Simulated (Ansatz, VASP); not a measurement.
## One calculation of La, two programs

```xyz
1
Lattice="3.4927 0.0000 0.0000 -1.7463 3.0247 0.0000 0.0000 0.0000 3.4783" Properties=species:S:1:pos:R:3 pbc="T T T"
La    0.0000    0.0000    0.0000
```

Alike in both runs: functional PBE; k mesh 12 × 12 × 11; occupations fermi-dirac, width 0.08 eV; no spin polarisation.

Ansatz relaxed the structure, and its values are those at the end. VASP's run is a single point on that final structure, the one shown.

|  | VASP | Ansatz |
| --- | --- | --- |
| version | VASP 6.6.1 | Ansatz 0.2.0 |
| potentials or method | VASP PAW PBE potentials, release 64 (La), cutoff 520 eV | all-electron LAPW, scalar-relativistic |

|  | VASP | Ansatz | Ansatz less VASP |
| --- | --- | --- | --- |
| pressure (GPa) | 0.2 | 0.2 | 0.00 |

Ansatz ran all-electron here, so the differences hold the error of VASP's frozen core and of both bases.

Spin-orbit coupling is left out, which matters for the levels of La.
